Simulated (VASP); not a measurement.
# SnSe (Pm-3m) in VASP: further runs

The runs below take SnSe through relaxation of the atoms, with LDA.

Program: VASP 6.6.1. These are calculated values, not measurements. Logs are shortened: lines on timing, memory, paths and dates and some standing lists are left out, and cuts for length are marked.

### 1 The undisturbed crystal

Symmetry: Pm-3m, No. 221, cubic system. The conventional cell has a = 3.182 Å, b = 3.182 Å, c = 3.182 Å, α = 90.00°, β = 90.00°, γ = 90.00°. Sn (site symmetry m-3m) is surrounded by 8 Se at 2.76 Å. Se (site symmetry m-3m) has 8 Sn at 2.76 Å as nearest neighbours.

Measurements of this composition are mostly on another form, of space group No. 62.

### 2 Relaxation of the atoms, LDA (a relaxed cell with its volume scaled by 1.04)

File INCAR:

```
ALGO = Normal
EDIFF = 1E-7
EDIFFG = -0.01
ENCUT = 600
IBRION = 2
ISIF = 2
ISMEAR = 0
LASPH = True
LCHARG = False
LREAL = False
LWAVE = False
NELM = 80
NSW = 40
PREC = Accurate
SIGMA = 0.03
```

File KPOINTS:

```
k-points
0
Gamma
  8 8 8
```

File POSCAR:

```
SnSe                                    
1.0
    3.6253699816      0.0000000000      0.0000000000
    0.0000000000      3.6253699816      0.0000000000
    0.0000000000      0.0000000000      3.6253699816
  Sn              Se            
     1     1
Direct
     0.5000000000000000    0.5000000000000000    0.5000000000000000
     0.0000000000000000    0.0000000000000000    0.0000000000000000
```

Potentials or basis: VASP PAW LDA potentials, release 64 (Sn_d, Se).

Started as:

```
$ cat potpaw_LDA.64/Sn_d/POTCAR potpaw_LDA.64/Se/POTCAR > POTCAR
$ mpirun -np 1 vasp_std > vasp.out
```

OUTCAR:

```text
EDIFF = 1E-7
   EDIFFG = -0.01
   ENCUT = 600
   IBRION = 2
   ISIF = 2
   ISMEAR = 0
   LASPH = True
   LREAL = False
   NELM = 80
   NSW = 40
   PREC = Accurate

 ion  position               nearest neighbor table
   1  0.500  0.500  0.500-   2 3.14   2 3.14   2 3.14   2 3.14   2 3.14   2 3.14   2 3.14   2 3.14

   2  0.000  0.000  0.000-   1 3.14   1 3.14   1 3.14   1 3.14   1 3.14   1 3.14   1 3.14   1 3.14

  LATTYP: Found a simple cubic cell.
 ALAT       =     3.6253699816

  Lattice vectors:

 A1 = (   3.6253699816,   0.0000000000,   0.0000000000)
 A2 = (   0.0000000000,   3.6253699816,   0.0000000000)
 A3 = (   0.0000000000,   0.0000000000,   3.6253699816)

Analysis of symmetry for initial positions (statically):
=====================================================================
 Subroutine PRICEL returns:
 Original cell was already a primitive cell.

 Routine SETGRP: Setting up the symmetry group for a
 simple cubic supercell.

 Subroutine GETGRP returns: Found 48 space group operations
 (whereof 48 operations were pure point group operations)
 out of a pool of 48 trial point group operations.

The static configuration has the point symmetry O_h .

Analysis of symmetry for dynamics (positions and initial velocities):
=====================================================================
 Subroutine PRICEL returns:
 Original cell was already a primitive cell.

 Routine SETGRP: Setting up the symmetry group for a
 simple cubic supercell.

 Subroutine GETGRP returns: Found 48 space group operations
 (whereof 48 operations were pure point group operations)
 out of a pool of 48 trial point group operations.

The dynamic configuration has the point symmetry O_h .

 Subroutine INISYM returns: Found 48 space group operations
 (whereof 48 operations are pure point group operations),
 and found     1 'primitive' translations

----------------------------------------------------------------------------------------

                                     Primitive cell

  volume of cell :      47.6494

  direct lattice vectors                    reciprocal lattice vectors
     3.625369982  0.000000000  0.000000000     0.275833916  0.000000000  0.000000000
     0.000000000  3.625369982  0.000000000     0.000000000  0.275833916  0.000000000
     0.000000000  0.000000000  3.625369982     0.000000000  0.000000000  0.275833916

  length of vectors
     3.625369982  3.625369982  3.625369982     0.275833916  0.275833916  0.275833916

  position of ions in fractional coordinates (direct lattice)
     0.500000000  0.500000000  0.500000000
     0.000000000  0.000000000  0.000000000
[... 93 lines left out ...]
   EFERMI_NEDOS =   21; number of points for ismear=-14 and -15
   IALGO  =     38    algorithm
   IMIX   =      4    mixing-type and parameters
     AMIX     =   0.40;   BMIX     =  1.00
     AMIX_MAG =   1.60;   BMIX_MAG =  1.00
  volume/ion in A,a.u.               =      23.82       160.78
  Fermi-wavevector in a.u.,A,eV,Ry     =   1.225742  2.316317 20.441993  1.502444
  Thomas-Fermi vector in A             =   2.360769
   LORBIT       =      0    0 simple, 1 ext, 2 COOP (PROOUT), +10 PAW based schemes
   GGA     = CA    functional components
   LHFCALC =     F    Hartree Fock is set to
   AEXX    =    0.0000 exact exchange contribution
   IVDW    =     0    specifies the selected vdW correction
   LEPSILON=     F    determine dielectric tensor
   LRPA    =     F    only Hartree local field effects (RPA)
 conjugate gradient relaxation of ions
 non-spin polarized calculation
 Gauss-broadening in eV      SIGMA  =   0.03
  energy-cutoff  :      600.00
  volume of cell :       47.65
 maximum number of plane-waves:      1622
 NGX is ok and might be reduce to    30
   NGX = 15   NGY = 15   NGZ = 15

 number of electron      20.0000007 magnetization

 Free energy of the ion-electron system (eV)
  ---------------------------------------------------
  ext. energy  EPLUGINS =         0.00000000
  ---------------------------------------------------
  free energy    TOTEN  =        -9.04876748 eV

  energy without entropy =       -9.04757020  energy(sigma->0) =       -9.04816884

 E-fermi :   6.5764     XC(G=0): -10.6242

 val. band max:        6.4642092000   @ k =   0.5000   0.0000   0.0000
 cond. band min:       6.5780382020   @ k =   0.3750   0.1250   0.0000
 fundamental gap:      0.1138290020
 Fermi energy:         6.5763955306

 k-point     1 :       0.0000    0.0000    0.0000
  band No.  band energies     occupation
      1     -14.8892      2.00000
      2     -14.8892      2.00000
      3     -14.8039      2.00000
      4     -14.8039      2.00000
      5     -14.8039      2.00000
      6      -7.3781      2.00000
      7       0.8479      2.00000
      8       4.6306      2.00000
      9       4.6306      2.00000
     10       4.6306      2.00000
     11      10.9275      0.00000
     12      10.9275      0.00000
     13      12.8304      0.00000
     14      12.8304      0.00000
[... 377 lines left out ...]
      1     -14.8592      2.00000
      2     -14.8431      2.00000
      3     -14.8287      2.00000
      4     -14.8246      2.00000
      5     -14.7857      2.00000
      6      -5.5830      2.00000
      7      -0.3025      2.00000
      8       1.9301      2.00000
      9       2.6709      2.00000
     10       5.6752      2.00000
     11       8.8925      0.00000
     12       9.7369      0.00000
     13      10.9544      0.00000
     14      14.2112      0.00000

 [... further k-points ...]

------------------------ aborting loop because EDIFF is reached ----------------------------------------

  FORCE on cell =-STRESS in cart. coord.  units (eV):
  Direction    XX          YY          ZZ          XY          YZ          ZX
  --------------------------------------------------------------------------------------
  -------------------------------------------------------------------------------------
  Total       -0.5839263     -0.5839263     -0.5839263     -0.0000000     -0.0000000     -0.0000000
  in kB      -19.6341271    -19.6341271    -19.6341271     -0.0000000     -0.0000000     -0.0000000
  external PRESSURE =     -19.6341271 kB  Pullay stress =       0.0000000 kB

 VOLUME and BASIS-vectors are now :
 -----------------------------------------------------------------------------
  energy-cutoff  :      600.00
  volume of cell :       47.65
      direct lattice vectors                 reciprocal lattice vectors
     3.625369982  0.000000000  0.000000000     0.275833916  0.000000000  0.000000000
     0.000000000  3.625369982  0.000000000     0.000000000  0.275833916  0.000000000
     0.000000000  0.000000000  3.625369982     0.000000000  0.000000000  0.275833916

 POSITION                                       TOTAL-FORCE (eV/Angst)
 -----------------------------------------------------------------------------------
      1.81268      1.81268      1.81268         0.000000      0.000000      0.000000
      0.00000      0.00000      0.00000         0.000000      0.000000      0.000000
 -----------------------------------------------------------------------------------
    total drift:                                0.000000      0.000000      0.000000

  FREE ENERGIE OF THE ION-ELECTRON SYSTEM (eV)
  ---------------------------------------------------
  free  energy   TOTEN  =        -9.0487674816 eV

  energy  without entropy=       -9.0475701969  energy(sigma->0) =       -9.04816884

 reached required accuracy - stopping structural energy minimisation
```

Run time: 24 s. Hardware: 1 thread of AMD EPYC 7R13 (Zen 3), shared host; peak memory 0.13 GiB.

Results:

- Free energy: -9.0488 eV
- Pressure after relaxing: -2.0 GPa
- Band gap on the k mesh: none (metal or under the smearing width)

Final structure:
```xyz
2
Lattice="3.6254 0.0000 0.0000 0.0000 3.6254 0.0000 0.0000 0.0000 3.6254" Properties=species:S:1:pos:R:3 pbc="T T T"
Sn    1.8127    1.8127    1.8127
Se    0.0000    0.0000    0.0000
```

Caveat: the relaxation stopped at its first step, so nothing moved.

### 3 Relaxation of the atoms, LDA (a relaxed cell with its volume scaled by 1.06)

INCAR is that of step 2.

KPOINTS is that of step 2.

File POSCAR:

```
SnSe                                    
1.0
    3.6484621328      0.0000000000      0.0000000000
    0.0000000000      3.6484621328      0.0000000000
    0.0000000000      0.0000000000      3.6484621328
  Sn              Se            
     1     1
Direct
     0.5000000000000000    0.5000000000000000    0.5000000000000000
     0.0000000000000000    0.0000000000000000    0.0000000000000000
```

Potentials or basis: VASP PAW LDA potentials, release 64 (Sn_d, Se).

Started as:

```
$ cat potpaw_LDA.64/Sn_d/POTCAR potpaw_LDA.64/Se/POTCAR > POTCAR
$ mpirun -np 1 vasp_std > vasp.out
```

Run time: 26 s. Hardware: 1 thread of AMD EPYC 7R13 (Zen 3), shared host; peak memory 0.13 GiB.

The run converged. Its results:

```yaml
Free_energy: -9.0351 eV
Pressure_after_relaxing: -2.9 GPa
Band_gap_on_the_k_mesh: none (metal or under the smearing width)
```

Final structure:
```cif
data_structure
_symmetry_space_group_name_H-M 'P 1'
_symmetry_Int_Tables_number 1
_cell_length_a 3.6485
_cell_length_b 3.6485
_cell_length_c 3.6485
_cell_angle_alpha 90.000
_cell_angle_beta 90.000
_cell_angle_gamma 90.000
_cell_volume 48.57
loop_
_atom_site_label
_atom_site_type_symbol
_atom_site_fract_x
_atom_site_fract_y
_atom_site_fract_z
_atom_site_occupancy
Sn1 Sn 0.50000 0.50000 0.50000 1
Se1 Se 0.00000 0.00000 0.00000 1
```

Levels at points of the mesh, in eV from the Fermi level:
```
           k point  band 7  band 8  band 9  band 10  band 11  band 12  band 13  band 14
(0.00, 0.00, 0.00)   -5.76   -1.87   -1.87    -1.87     4.41     4.41     6.14     6.14
(0.50, 0.00, 0.00)   -8.49   -0.54   -0.54    -0.11     0.49     3.09     3.09     6.40
(0.50, 0.50, 0.00)   -6.17   -5.08   -5.08    -0.11     4.15     4.15     4.76     6.54
(0.50, 0.50, 0.50)   -4.55   -3.01   -3.01    -3.01    -1.16    -1.16    -1.16    14.19
```

Caveat: the relaxation stopped at its first step, so nothing moved.
